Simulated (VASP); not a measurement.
Wanted: the native input for a VASP 6.6.1 run.

* Task: single point
* Functional: PBE
* Potentials or basis: VASP PAW PBE potentials, release 64 (S, Be)
* Cutoff: 520 eV
* k mesh: 9 × 9 × 9
* Occupations: fermi-dirac, width 0.05 eV
* Spin: no spin polarisation
* Further INCAR settings: ALGO = Normal; EDIFF = 1e-07; NBANDS = 11

The structure of BeS lies in POSCAR:

```
BeS
1.0
    0.0000000000      2.4250000000      2.4250000000
    2.4250000000      0.0000000000      2.4250000000
    2.4250000000      2.4250000000      0.0000000000
S Be
1 1
Direct
    0.7546250000      0.7595160000      0.7327580000
   -0.0024890000     -0.0094740000      0.0016710000
```

The cell isn't the ideal one: atoms moved at random, drawn with an rms of 0.05 Å.

One way to write it, as run:

INCAR

```
PREC     = Accurate       # precision mode
ENCUT    = 520            # plane-wave cutoff, eV
EDIFF    = 1E-7           # SCF threshold, eV
ISMEAR   = -1             # smearing method
SIGMA    = 0.05           # smearing width, eV
LREAL    = False          # projectors in reciprocal space
LASPH    = True           # aspherical terms in the spheres
NELM     = 100            # most SCF steps
ALGO     = Normal         # electronic algorithm
ISIF     = 2              # what is computed and relaxed
LWAVE    = False          # write WAVECAR
LCHARG   = True           # write CHGCAR
GGA      = PE             # functional
LELF     = True           # ELF
LVHAR    = True         
NBANDS   = 11             # bands
```

KPOINTS

```
regular mesh
0
Gamma
  9 9 9
```

Potentials or basis: VASP PAW PBE potentials, release 64 (S, Be).

Run with:

```console
$ cat potpaw_PBE.64/S/POTCAR potpaw_PBE.64/Be/POTCAR > POTCAR
$ mpirun -np 1 vasp_std > vasp.out
```

Results of the run:

```yaml
Pressure: 1.8 GPa
Largest_force: 0.587 eV/Å
Band_gap_on_the_k_mesh: 2.97 eV, indirect (least direct gap 5.37 eV)
```

Caveat: an odd mesh through Γ misses points on the zone boundary, where band edges often lie.

It took 110 s on 1 thread of Intel(R) Xeon(R) Platinum 8488C (Sapphire Rapids), on a shared host, peak memory 0.23 GiB.
